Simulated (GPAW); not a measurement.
# C (C2/m) in GPAW: notebook

Runs on C. Level: LDA. Tasks: RPA correlation energy, dielectric tensor, G0W0 quasiparticle levels, optical spectrum by the Bethe-Salpeter equation.

Program: GPAW 26.7.0. These are calculated values, not measurements. Logs are shortened: lines on timing, memory, paths and dates and some standing lists are left out, and cuts for length are marked. The log counts tension as positive stress, the text compression.

### 1 The structure

The structure is monoclinic, space group C2/m (No. 12). The conventional cell has a = 4.255 Å, b = 2.457 Å, c = 3.765 Å, α = 90.00°, β = 111.49°, γ = 90.00°. C (site symmetry m) is surrounded by 3 C at 1.42 Å.

This is a stacking variant of graphite.

### 2 RPA correlation energy, LDA

The input, run.py:

```python
import numpy as np
from ase import Atoms
from ase.units import Bohr, Ha
from gpaw import GPAW, PW
from gpaw.hybrids.energy import non_self_consistent_energy
from gpaw.xc.rpa import RPACorrelation

atoms = Atoms(['C', 'C'],
              cell=[[2.1273203072, -1.22828244, 0.0],
                    [2.1273203072, 1.22828244, 0.0],
                    [-1.3790696309, 0.0, 3.5028300786]],
              scaled_positions=[[0.16664447, 0.16664447, 0.99990696],
                                [0.83335553, 0.83335553, 0.00009304]],
              pbc=True)

for x in [0.94, 0.97, 1.0, 1.03, 1.06]:
    ecuts = np.array([128.0, 160.0, 200]) * x**(-2 / 3)  # the same plane waves at each volume
    a = atoms.copy()
    a.set_cell(atoms.cell * x**(1 / 3), scale_atoms=True)
    calc = GPAW(mode=PW(600),
                xc='LDA',
                kpts={'size': (5, 5, 3), 'gamma': True},
                occupations={'name': 'fermi-dirac', 'width': 0.001},
                nbands=11,
                convergence={'density': 1e-06},
                symmetry={'point_group': False},
                maxiter=150,
                txt=f'gs-{x:.2f}.txt')
    a.calc = calc
    dft = a.get_potential_energy(force_consistent=True)
    calc.write(f'gs-{x:.2f}.gpw')
    exx = non_self_consistent_energy(calc, 'EXX').sum()
    calc.diagonalize_full_hamiltonian(nbands=int(a.get_volume() / Bohr**3 * (ecuts[-1] / Ha)**1.5 * 2**0.5 / 3 / np.pi**2 * 1.15) + 30)
    calc.write(f'full-{x:.2f}.gpw', mode='all')
    ec = RPACorrelation(f'full-{x:.2f}.gpw', ecut=ecuts, nfrequencies=12, skip_gamma=False, txt=f'rpa-{x:.2f}.txt').calculate()
    slope, ec_inf = np.polyfit(ecuts**-1.5, ec, 1)
    print(f'V = {a.get_volume():.4f} A^3: DFT {dft:.5f}, EXX {exx:.5f}, correlation', *ec.round(5), f'extrapolated {ec_inf:.5f}, total {exx + ec_inf:.5f} eV', flush=True)
```

Potentials or basis: the program's PAW data sets (release 1.2.1) made for this functional, pw.

The run is started by

```bash
$ OMP_NUM_THREADS=1 python run.py
```

What it wrote:

```text
Non-self-consistent RPA correlation energy

Atoms                          : C2
Ground state XC functional     : LDA
Valence electrons              : 8
Number of bands                : 165
Number of spins                : 1
Number of k-points             : 75
Number of irreducible k-points : 38
Number of irreducible q-points : 38

    q: [0.0000 0.0000 0.0000] - weight: 0.013
    q: [0.0000 0.0000 0.3333] - weight: 0.027
    q: [0.0000 0.2000 -0.3333] - weight: 0.027
    q: [0.0000 0.2000 0.0000] - weight: 0.027
    q: [0.0000 0.2000 0.3333] - weight: 0.027
    q: [0.0000 0.4000 -0.3333] - weight: 0.027
[... 30 lines left out ...]
    q: [0.4000 0.4000 0.0000] - weight: 0.027
    q: [0.4000 0.4000 -0.6667] - weight: 0.027

Analytical coupling constant integration

Frequencies
    Gauss-Legendre integration with 12 frequency points
    Transformed from [0,oo] to [0,1] using e^[-aw^(1/B)]
    Highest frequency point at 800.0 eV and B=2.0

    G-vector decomposition        : 1

Response function bands : Equal to number of plane waves
Plane wave cutoffs (eV) : 133.390 166.738 208.423
No Coulomb truncation

# 0
q = [0.000 0.000 0.000]
E_cut = 133 eV / Bands = 61:
E_c(q) = -14.276 eV
E_cut = 166 eV / Bands = 91:
E_c(q) = -15.145 eV
E_cut = 208 eV / Bands = 113:
E_c(q) = -15.560 eV

# 1
q = [0.000 0.000 0.333]
E_cut = 133 eV / Bands = 57:
E_c(q) = -10.476 eV
E_cut = 166 eV / Bands = 88:
E_c(q) = -11.461 eV
E_cut = 208 eV / Bands = 118:
E_c(q) = -12.011 eV

# 2
q = [0.000 0.200 -0.333]
E_cut = 133 eV / Bands = 64:
E_c(q) = -11.492 eV
E_cut = 166 eV / Bands = 87:
E_c(q) = -12.192 eV
E_cut = 208 eV / Bands = 114:
E_c(q) = -12.691 eV

# 3
q = [0.000 0.200 0.000]
E_cut = 133 eV / Bands = 61:
E_c(q) = -12.320 eV
E_cut = 166 eV / Bands = 86:
E_c(q) = -13.135 eV
E_cut = 208 eV / Bands = 115:
E_c(q) = -13.663 eV

# 4
q = [0.000 0.200 0.333]
E_cut = 133 eV / Bands = 62:
E_c(q) = -10.979 eV
E_cut = 166 eV / Bands = 88:
E_c(q) = -11.782 eV
E_cut = 208 eV / Bands = 111:
E_c(q) = -12.220 eV

# 5
q = [0.000 0.400 -0.333]
E_cut = 133 eV / Bands = 63:
E_c(q) = -10.934 eV
E_cut = 166 eV / Bands = 80:
E_c(q) = -11.514 eV
E_cut = 208 eV / Bands = 121:
E_c(q) = -12.217 eV

# 6
q = [0.000 0.400 0.000]
E_cut = 133 eV / Bands = 63:
E_c(q) = -11.014 eV
E_cut = 166 eV / Bands = 80:
E_c(q) = -11.563 eV
E_cut = 208 eV / Bands = 121:
E_c(q) = -12.283 eV

# 7
q = [0.000 0.400 0.333]
E_cut = 133 eV / Bands = 60:
E_c(q) = -10.677 eV
E_cut = 166 eV / Bands = 83:
E_c(q) = -11.463 eV
E_cut = 208 eV / Bands = 116:
E_c(q) = -12.031 eV

# 8
q = [0.200 0.600 -0.333]
E_cut = 133 eV / Bands = 58:
E_c(q) = -10.585 eV
E_cut = 166 eV / Bands = 83:
E_c(q) = -11.417 eV
E_cut = 208 eV / Bands = 116:
E_c(q) = -11.994 eV

# 9
q = [0.200 -0.400 0.000]
E_cut = 133 eV / Bands = 59:
E_c(q) = -10.655 eV
E_cut = 166 eV / Bands = 82:
E_c(q) = -11.414 eV
E_cut = 208 eV / Bands = 122:
E_c(q) = -12.092 eV

# 10
q = [0.200 -0.400 0.333]
E_cut = 133 eV / Bands = 58:
E_c(q) = -10.549 eV
E_cut = 166 eV / Bands = 84:
E_c(q) = -11.421 eV
E_cut = 208 eV / Bands = 116:
E_c(q) = -11.971 eV

# 11
q = [0.200 -0.200 -0.333]
E_cut = 133 eV / Bands = 59:
E_c(q) = -10.746 eV
E_cut = 166 eV / Bands = 86:
E_c(q) = -11.623 eV
E_cut = 208 eV / Bands = 117:
E_c(q) = -12.149 eV

# 12
q = [0.200 -0.200 0.000]
E_cut = 133 eV / Bands = 60:
E_c(q) = -11.062 eV
E_cut = 166 eV / Bands = 83:
E_c(q) = -11.834 eV
E_cut = 208 eV / Bands = 121:
E_c(q) = -12.471 eV

# 13
q = [0.200 -0.200 0.333]
E_cut = 133 eV / Bands = 59:
E_c(q) = -10.746 eV
E_cut = 166 eV / Bands = 86:
E_c(q) = -11.623 eV
E_cut = 208 eV / Bands = 117:
E_c(q) = -12.149 eV

# 14
q = [0.200 0.000 -0.333]
E_cut = 133 eV / Bands = 64:
E_c(q) = -11.492 eV
E_cut = 166 eV / Bands = 87:
E_c(q) = -12.192 eV
E_cut = 208 eV / Bands = 114:
E_c(q) = -12.691 eV

# 15
q = [0.200 0.000 0.000]
E_cut = 133 eV / Bands = 61:
E_c(q) = -12.320 eV
E_cut = 166 eV / Bands = 86:
E_c(q) = -13.135 eV
E_cut = 208 eV / Bands = 115:
E_c(q) = -13.663 eV

# 16
q = [0.200 0.000 0.333]
E_cut = 133 eV / Bands = 62:
E_c(q) = -10.979 eV
E_cut = 166 eV / Bands = 88:
E_c(q) = -11.782 eV
E_cut = 208 eV / Bands = 111:
E_c(q) = -12.220 eV

# 17
q = [0.200 0.200 -0.333]
E_cut = 133 eV / Bands = 61:
E_c(q) = -11.664 eV
E_cut = 166 eV / Bands = 84:
E_c(q) = -12.415 eV
E_cut = 208 eV / Bands = 113:
E_c(q) = -12.970 eV

# 18
q = [0.200 0.200 0.000]
E_cut = 133 eV / Bands = 65:
E_c(q) = -12.254 eV
E_cut = 166 eV / Bands = 87:
E_c(q) = -12.909 eV
E_cut = 208 eV / Bands = 114:
E_c(q) = -13.397 eV

# 19
q = [0.200 0.200 0.333]
E_cut = 133 eV / Bands = 60:
E_c(q) = -10.802 eV
E_cut = 166 eV / Bands = 89:
E_c(q) = -11.722 eV
E_cut = 208 eV / Bands = 112:
E_c(q) = -12.152 eV

# 20
q = [0.200 0.400 -0.333]
E_cut = 133 eV / Bands = 61:
E_c(q) = -11.034 eV
E_cut = 166 eV / Bands = 81:
E_c(q) = -11.710 eV
E_cut = 208 eV / Bands = 118:
E_c(q) = -12.366 eV

# 21
q = [0.200 0.400 0.000]
E_cut = 133 eV / Bands = 60:
E_c(q) = -10.934 eV
E_cut = 166 eV / Bands = 83:
E_c(q) = -11.706 eV
E_cut = 208 eV / Bands = 116:
E_c(q) = -12.284 eV

# 22
q = [0.200 0.400 -0.667]
E_cut = 133 eV / Bands = 60:
E_c(q) = -10.704 eV
E_cut = 166 eV / Bands = 89:
E_c(q) = -11.607 eV
E_cut = 208 eV / Bands = 118:
E_c(q) = -12.080 eV

# 23
q = [0.400 0.600 -0.333]
E_cut = 133 eV / Bands = 59:
E_c(q) = -10.646 eV
E_cut = 166 eV / Bands = 81:
E_c(q) = -11.377 eV
E_cut = 208 eV / Bands = 117:
E_c(q) = -12.014 eV

# 24
q = [0.400 0.600 0.000]
E_cut = 133 eV / Bands = 60:
E_c(q) = -10.644 eV
E_cut = 166 eV / Bands = 84:
E_c(q) = -11.426 eV
E_cut = 208 eV / Bands = 115:
E_c(q) = -11.960 eV

# 25
q = [-0.600 -0.400 0.333]
E_cut = 133 eV / Bands = 59:
E_c(q) = -10.646 eV
E_cut = 166 eV / Bands = 81:
E_c(q) = -11.377 eV
E_cut = 208 eV / Bands = 117:
E_c(q) = -12.014 eV

# 26
q = [0.400 -0.200 -0.333]
E_cut = 133 eV / Bands = 58:
E_c(q) = -10.549 eV
E_cut = 166 eV / Bands = 84:
E_c(q) = -11.421 eV
E_cut = 208 eV / Bands = 116:
E_c(q) = -11.971 eV

# 27
q = [0.400 -0.200 0.000]
E_cut = 133 eV / Bands = 59:
E_c(q) = -10.655 eV
E_cut = 166 eV / Bands = 82:
E_c(q) = -11.414 eV
E_cut = 208 eV / Bands = 122:
E_c(q) = -12.092 eV

# 28
q = [-0.600 -0.200 0.333]
E_cut = 133 eV / Bands = 58:
E_c(q) = -10.585 eV
E_cut = 166 eV / Bands = 83:
E_c(q) = -11.417 eV
E_cut = 208 eV / Bands = 116:
E_c(q) = -11.994 eV

# 29
q = [0.400 0.000 -0.333]
E_cut = 133 eV / Bands = 63:
E_c(q) = -10.934 eV
E_cut = 166 eV / Bands = 80:
E_c(q) = -11.514 eV
E_cut = 208 eV / Bands = 121:
E_c(q) = -12.217 eV

# 30
q = [0.400 0.000 0.000]
E_cut = 133 eV / Bands = 63:
E_c(q) = -11.014 eV
E_cut = 166 eV / Bands = 80:
E_c(q) = -11.563 eV
E_cut = 208 eV / Bands = 121:
E_c(q) = -12.283 eV

# 31
q = [0.400 0.000 0.333]
E_cut = 133 eV / Bands = 60:
E_c(q) = -10.677 eV
E_cut = 166 eV / Bands = 83:
E_c(q) = -11.463 eV
E_cut = 208 eV / Bands = 116:
E_c(q) = -12.031 eV

# 32
q = [0.400 0.200 -0.333]
E_cut = 133 eV / Bands = 61:
E_c(q) = -11.034 eV
E_cut = 166 eV / Bands = 81:
E_c(q) = -11.710 eV
E_cut = 208 eV / Bands = 118:
E_c(q) = -12.366 eV

# 33
q = [0.400 0.200 0.000]
E_cut = 133 eV / Bands = 60:
E_c(q) = -10.934 eV
E_cut = 166 eV / Bands = 83:
E_c(q) = -11.706 eV
E_cut = 208 eV / Bands = 116:
E_c(q) = -12.284 eV

# 34
q = [0.400 0.200 -0.667]
E_cut = 133 eV / Bands = 60:
E_c(q) = -10.704 eV
E_cut = 166 eV / Bands = 89:
E_c(q) = -11.607 eV
E_cut = 208 eV / Bands = 118:
E_c(q) = -12.080 eV

# 35
q = [0.400 0.400 -0.333]
E_cut = 133 eV / Bands = 63:
E_c(q) = -11.034 eV
E_cut = 166 eV / Bands = 83:
E_c(q) = -11.658 eV
E_cut = 208 eV / Bands = 122:
E_c(q) = -12.311 eV

# 36
q = [0.400 0.400 0.000]
E_cut = 133 eV / Bands = 58:
E_c(q) = -10.659 eV
E_cut = 166 eV / Bands = 82:
E_c(q) = -11.530 eV
E_cut = 208 eV / Bands = 124:
E_c(q) = -12.216 eV

# 37
q = [0.400 0.400 -0.667]
E_cut = 133 eV / Bands = 62:
E_c(q) = -10.789 eV
E_cut = 166 eV / Bands = 83:
E_c(q) = -11.474 eV
E_cut = 208 eV / Bands = 117:
E_c(q) = -12.063 eV

==========================================================

Total correlation energy:
   133:   -11.0150 eV
   167:   -11.7828 eV
   208:   -12.3584 eV

Extrapolated energies:
   133 - 167:  -13.714 eV
   167 - 208:  -13.806 eV
```

Run time: 15 min. Hardware: 1 thread of Arm Neoverse V2, shared host; peak memory 0.37 GiB.

These settings aren't checked as converged: the numbers below hold their error.

What came out:

```
Equilibrium volume                        : 9.20 Å³/atom
Bulk modulus at fixed shape and positions : 273 GPa
Pressure derivative of the bulk modulus   : 3.5 (rough: it moves with the points fitted)
```

Caveat: the k mesh is coarse (spacing up to 0.60 Å⁻¹), so the values aren't converged; the long-wavelength limit can be off by a per cent or two; the response cutoff is short for absolute correlation energies; the cell was scaled at fixed shape and fractional positions, which overstates the stiffness of a crystal with free parameters, most of all of layers and chains.

### 3 Dielectric tensor, LDA

The input, run.py:

```python
import numpy as np
from ase import Atoms
from ase.dft.bandgap import bandgap
from ase.io import write
from gpaw import GPAW, PW
from gpaw.response.df import DielectricFunction

atoms = Atoms(['C', 'C'],
              cell=[[2.1273203072, -1.22828244, 0.0],
                    [2.1273203072, 1.22828244, 0.0],
                    [-1.3790696309, 0.0, 3.5028300786]],
              scaled_positions=[[0.16664447, 0.16664447, 0.99990696],
                                [0.83335553, 0.83335553, 0.00009304]],
              pbc=True)

calc = GPAW(mode=PW(600),
            xc='LDA',
            kpts={'size': (10, 10, 6), 'gamma': True},
            occupations={'name': 'fermi-dirac', 'width': 0.001},
            nbands=11,
            convergence={'density': 1e-06},
            maxiter=150,
            txt='gpaw.txt')
atoms.calc = calc
energy = atoms.get_potential_energy()
calc.write('gs.gpw')
write('result.traj', atoms)
print(f'Energy: {energy:.6f} eV')
print('Fermi level:', round(calc.get_fermi_level(), 4), 'eV')
print(f'Gap: {bandgap(calc)[0]:.4f} eV, direct: {bandgap(calc, direct=True)[0]:.4f} eV')

for size in [(16, 16, 10), (22, 22, 13)]:
    name = 'x'.join(str(n) for n in size)
    dense = calc.fixed_density(kpts={'size': size, 'gamma': True},
                               nbands=30, convergence={'bands': 24, 'eigenstates': 1e-7},
                               update_fermi_level=True, txt=f'dense-{name}.txt')
    dense.write(f'{name}.gpw', mode='all')
    df = DielectricFunction(f'{name}.gpw', frequencies=np.array([0.0]), hilbert=False, eta=0.001,
                            ecut=80, nbands=24, intraband=False, txt=f'df-{name}.txt')
    for xc in ['RPA', 'LR0.1', 'LR0.3']:
        for direction in ['x', 'y', 'z', [0, 1, 1], [1, 0, 1], [1, 1, 0]]:
            e0, e = df.get_macroscopic_dielectric_constant(xc=xc, direction=direction)
            print(f'{name} {xc} {direction}: {e0:.4f} without, {e:.4f} with local fields')
```

Potentials or basis: the program's PAW data sets (release 1.2.1) made for this functional, pw.

The run is started by

```bash
$ OMP_NUM_THREADS=1 python run.py
```

gpaw.txt:

```text
__  _  _
 | _ |_)|_||  |
 |__||  | ||/\| - 26.7.0

Input parameters:
  mode=PW(ecut=600.0),
  convergence={'density': 1e-06},
  kpts=MonkhorstPack(size=(10, 10, 6), gamma=True),
  maxiter=150,
  nbands=11,
  occupations=Occupations(name='fermi-dirac', width=0.001),
  xc=XC(name='LDA')

Diagonalizing LCAO Hamiltonian
Converting LCAO to pw mode

       C

                 C

Atoms  # Å, Bohr magnetons
|   | symbol |         x |        y |        z |    initial magnetic moments |
|---|--------|-----------|----------|----------|-----------------------------|
| 0 |      C | -0.669929 | 0.000000 | 3.502504 | ( 0.0000,  0.0000,  0.0000) |
| 1 |      C |  3.545500 | 0.000000 | 0.000326 | ( 0.0000,  0.0000,  0.0000) |

Unit cell  # Å
| periodic |         x |         y |        z |  lengths |     angles |
|----------|-----------|-----------|----------|----------|------------|
|      yes |  2.127320 | -1.228282 | 0.000000 | 2.456455 | 108.496630 |
|      yes |  2.127320 |  1.228282 | 0.000000 | 2.456455 | 108.496630 |
|      yes | -1.379070 |  0.000000 | 3.502830 | 3.764525 |  60.002969 |

Number of symmetries: 4
Symmetry operations  # r_c * U_cc + t_c -> r_c
|   | kind |            matrix            |
|---|------|------------------------------|
| 0 |  E   |  1, 0, 0,  0, 1, 0,  0, 0, 1 |
| 1 |  σ   |  0, 1, 0,  1, 0, 0,  0, 0, 1 |
| 2 |  C2  |  0,-1, 0, -1, 0, 0,  0, 0,-1 |
| 3 |  i   | -1, 0, 0,  0,-1, 0,  0, 0,-1 |

BZ-sampling:
  Number of BZ points: 600
  Number of IBZ points: 172

[... 79 lines left out ...]
  SVD Regularization: 0.005
  Good broyden scale: 1.0
  Trust region scale: 1.0
  Backstep threshold: 4.0
  History deletion threshold: 6.0
  Fourier metric: weight=20.0, sigma=0.015

occupation numbers:
  Fermi-Dirac:
    width: 0.0010  # eV

poisson solver:
  ecut: 4800.0  # eV

xc functional:
  name: None

convergence criteria:
- Maximum integral of absolute [dens]ity change: 1e-06 electrons / valence electron
- Maximum [total energy] change in last 3 cyles: 0.0005 eV / valence electron
- Maximum integral of absolute [eigenst]ate change: 4e-08 eV^2 / valence electron
maximum number of iterations: 150

SCF iterations
|iter     | |      energy | eigst |  dens |
|---------|-|-------------|-------|-------|
|iter:   1| |  -21.415922 | +0.59 |       |
|iter:   2| |  -21.254285 | -1.65 | -0.74 |
|iter:   3| |  -20.243582 | -1.15 | -0.77 |
|iter:   4| |  -20.244698 | -2.77 | -1.61 |
|iter:   5| |  -20.245642c| -4.25 | -2.04 |
|iter:   6| |  -20.245643c| -6.21 | -3.30 |
|iter:   7| |  -20.245644c| -7.61c| -3.73 |
|iter:   8| |  -20.245644c| -8.48c| -5.22 |
|iter:   9| |  -20.245644c| -9.56c| -5.83 |
|iter:  10| |  -20.245644c|-10.34c| -6.73c|

Converged in 10 steps
Energy contributions relative to reference atoms: (reference = -2037.605076)

Energy contributions:
  Kinetic:          19.048207
  Coulomb:         -19.274086
  Zero:              0.034931
  External:          0.000000
  Xc:              -20.054696
  Entropy:          -0.000000
  Spinorbit:         0.000000
  ----------------------------
  Free energy:     -20.245644
  Extrapolated:    -20.245644

dipole moment: (0.000001, 0.000000, 0.000002)  # |e|*Ang

Fermi level: 4.973
Eigenvalues  # (at kpt = [0.000, 0.000, 0.000])
| band index |      eig [eV] | occ [0-2] |
|------------|---------------|-----------|
|          0 |       -13.958 |     2.000 |
|          1 |        -1.311 |     2.000 |
|          2 |         2.522 |     2.000 |
|          3 |         2.526 |     2.000 |
|          4 |         9.038 |     0.000 |
|          5 |        13.909 |     0.000 |
|          6 |        13.911 |     0.000 |
|          7 |        16.938 |     0.000 |
|          8 |        18.666 |     0.000 |
|          9 |        28.037 |     0.000 |
|         10 |        29.273 |     0.000 |

Gap: 1.350 eV
Transition (v -> c):
  (s=0, k=48, n=3, [0.30, -0.30, 0.00]) -> (s=0, k=96, n=4, [0.40, -0.30, 0.33])
Direct/indirect transitions are different
Direct gap: 1.375 eV
Transition at: (s=0, k=96, n=3, [0.40, -0.30, 0.33])
# Writing to gs.gpw (mode='')
```

stdout:

```text
Energy: -20.245644 eV
Fermi level: 4.9728 eV
Gap: 1.3495 eV, direct: 1.3753 eV
16x16x10 RPA x: 24.2694 without, 24.1442 with local fields
16x16x10 RPA y: 24.1207 without, 23.9964 with local fields
16x16x10 RPA z: 3.4619 without, 2.9138 with local fields
[... 23 lines left out ...]
22x22x13 LR0.1 z: 4.5112 without, 4.0263 with local fields
22x22x13 LR0.1 [0, 1, 1]: 31.0680 without, 39.9388 with local fields
22x22x13 LR0.1 [1, 0, 1]: 33.1902 without, 43.6325 with local fields
22x22x13 LR0.1 [1, 1, 0]: 58.9139 without, 107.9727 with local fields
22x22x13 LR0.3 x: 60.2030 without, -143.0093 with local fields
22x22x13 LR0.3 y: 57.6248 without, -160.9574 with local fields
22x22x13 LR0.3 z: 4.5112 without, 4.1849 with local fields
22x22x13 LR0.3 [0, 1, 1]: 31.0680 without, 103.4351 with local fields
22x22x13 LR0.3 [1, 0, 1]: 33.1902 without, 133.6681 with local fields
22x22x13 LR0.3 [1, 1, 0]: 58.9139 without, -151.2584 with local fields
```

Wall time 11 min (1 thread of Arm Neoverse V1, shared host); peak memory 1.2 GiB.

Results:

| Quantity | Value |
| --- | --- |
| Free energy | -20.2456 eV |
| Band gap on the k mesh | 1.35 eV, indirect (least direct gap 1.38 eV) |
| Electronic dielectric tensor (diagonal) | 60.07, 57.50, 3.95 |

Electronic dielectric tensor:
```
60.07  0.00  0.82
 0.00 57.50  0.00
 0.82  0.00  3.95
```

Caveat: the dielectric constant isn't converged in the k mesh; the long-wavelength limit can be off by a per cent or two; an odd mesh through Γ misses points on the zone boundary, where band edges often lie.

(Continued in part 2 of 2.)
